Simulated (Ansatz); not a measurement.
Crystal: Pt.

```
Pt
1.0
     2.76067    0.00000    0.00000
    -1.38033    2.39081    0.00000
     0.00000    0.00000    4.79213
Pt
2
Direct
  0.33333 0.66667 0.25000
  0.66667 0.33333 0.75000
```

This isn't the form of Pt at room conditions, which is fcc.

Base run:

```yaml
Program: Ansatz 0.2.0
Functional: PBEsol
Potentials_or_basis: Ansatz PAW
Cutoff: 420 eV
Density_cutoff: 1680 eV
k_mesh: 11 × 11 × 6
Occupations: fermi-dirac, width 0.05 eV
Spin: no spin polarisation
```

Its results: band gap on the k mesh none (metal or under the smearing width); pressure -10.6 GPa.

**Question.** The run is repeated on the same cell with these changes: spin from no spin polarisation to spin-orbit coupling, no magnetisation; potential files from those of the base run to others of the same set. What comes out?

**Answer.** Band gap on the k mesh none (metal or under the smearing width); pressure -10.2 GPa.

Caveats: the PAW data sets come from PBE, with cores solved anew for the run's functional, which leaves a small shift of forces and pressure.

Not every run made on this cell is shown here.
